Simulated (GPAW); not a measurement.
Crystal: MgO.

```xyz
2
Lattice="2.9380 0.0000 0.0000 -1.4690 2.5444 0.0000 0.0000 0.0000 2.6797" Properties=species:S:1:pos:R:3 pbc="T T T"
Mg    0.0000    0.0000    0.0000
O     0.0000    1.6963    1.3398
```

Measurements of this composition are mostly on another form, of space group No. 225.

Base run:

- Program: GPAW 26.7.0
- Functional: LDA
- Potentials or basis: the program's PAW data sets (release 1.2.1) made for this functional
- Cutoff: 800 eV
- Basis: pw
- k mesh: 10 × 10 × 10
- Occupations: gaussian, width 0.05 eV
- Spin: no spin polarisation

Its results: band gap on the k mesh 2.97 eV, indirect (least direct gap 3.37 eV); pressure -9.1 GPa.

Q: The run is repeated on the same cell with these changes: functional from LDA to RPBE; occupations from gaussian, width 0.05 eV to gaussian, width 0.02 eV. What comes out?

A: Band gap on the k mesh 3.15 eV, indirect (least direct gap 3.54 eV); pressure 4.3 GPa.

A k mesh can miss the band edges.
